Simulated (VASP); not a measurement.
Set up this calculation in VASP 6.6.1, as the native input.

```
Task                   : relaxation of cell and atoms
Functional             : PBEsol
Potentials or basis    : VASP PAW PBE potentials, release 64 (Bi_d)
Cutoff                 : 600 eV
k mesh                 : 16 × 16 × 16
Occupations            : fermi-dirac, width 0.1 eV
Spin                   : no spin polarisation
Target pressure        : 20.2 GPa
Dipole correction      : no
Further INCAR settings : ALGO = Normal; EDIFF = 1e-06; IBRION = 2; EDIFFG = -0.002; NSW = 80; ISIF = 3
Target pressure        : 20.2 GPa
```

The structure of Bi lies in POSCAR:

```
Bi
1.0
   -1.8282284554      1.8282284554      1.8282284554
    1.8282284554     -1.8282284554      1.8282284554
    1.8282284554      1.8282284554     -1.8282284554
Bi
1
Direct
    0.0000000000      0.0000000000      0.0000000000
```

This isn't the form of Bi at room conditions, which is rhombohedral.

These files were run (other wordings do the same):

INCAR

```
SYSTEM = Bi
  PREC = Accurate
  ENCUT = 600
  EDIFF = 1E-6
  ISMEAR = -1
  SIGMA = 0.1
  LREAL = .FALSE.
  LASPH = .TRUE.
  NELM = 60
  ALGO = Normal
  ISIF = 3
  LWAVE = .FALSE.
  LCHARG = .FALSE.
  GGA = PS
  IBRION = 2
  NSW = 80
  EDIFFG = -0.002
  PSTRESS = 202.0
```

KPOINTS

```
Automatic mesh
0
G
  16 16 16
  0 0 0
```

Potentials or basis: VASP PAW PBE potentials, release 64 (Bi_d).

Run with:

```bash
$ cat potpaw_PBE.64/Bi_d/POTCAR > POTCAR
$ mpirun -np 1 vasp_std > vasp.out
```

It gave:

The relaxed volume is 24.41 Å³/atom, the relaxed cell is a = 3.165 Å, b = 3.165 Å, c = 3.165 Å, α = 109.47°, β = 109.47°, γ = 109.47° and the space group after relaxing (to 0.05 Å) is Im-3m (No. 229). The energy change on relaxing (the enthalpy is what falls) is +4.0 meV/atom, the ionic steps are 10 and the pressure after relaxing is 20.2 GPa. The band gap on the k mesh is none (metal or under the smearing width).

Caveat: the cell is relaxed towards a set pressure, so the enthalpy falls and the energy may rise; the PAW data sets were made with another functional, which shifts forces and pressure a little; spin-orbit coupling is left out, which moves the levels of the heavy elements.

Wall time 110 s on 1 thread of Intel(R) Xeon(R) Platinum 8488C (Sapphire Rapids) (shared host), peak memory 0.21 GiB.
